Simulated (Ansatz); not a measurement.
Ionic part of the dielectric constant of ZrS₂ at 1 GPa, mode by mode

All numbers below come from DFT PBE+D3(BJ), scalar-relativistic, plane waves, PAW in Ansatz 0.2.0. Settings: 420 eV plane-wave cutoff, Γ-centred 12×12×6 mesh, fixed occupations. No spin polarisation. Phonons by linear response, acoustic sum rule imposed.

The structure is trigonal, space group P-3m1 (No. 164). Conventional cell: a = 3.617 Å, b = 3.617 Å, c = 5.625 Å, α = 90.00°, β = 90.00°, γ = 120.00°. Zr (site symmetry -3m) is surrounded by 6 S at 2.55 Å. S (site symmetry 3m) has 3 Zr at 2.55 Å as nearest neighbours.

The primitive cell has V = 63.74 Å³ and ε∞,zz = 7.191. Each polar mode adds Δε = (4.92064×10⁷/V)·S/ν² along z, with S its oscillator strength in e²/amu, ν in cm⁻¹ and V in Å³.

**Question.** From these modes, find each Δε and ε0,zz.
| ν (cm⁻¹) | S_zz (e²/amu) |
| --- | --- |
| 327.1 | 0.1301 |

**Answer.**
```json
{"ν (cm⁻¹)": "327.1", "Δε": "0.94"}
```

The sum is 0.938, so ε0,zz = 8.13; the run's tensor has 8.13.

**Question.** Where do the longitudinal modes lie for a wave vector along z?

**Answer.** At 348 cm⁻¹. The Lyddane–Sachs–Teller product Π(ν_LO/ν_TO)² = 1.13 matches ε0/ε∞ = 1.13.

Cost: 1 run of about 4.9 core-minutes, on Intel Xeon Platinum 8259CL (Skylake/Cascade Lake) (shared hosts).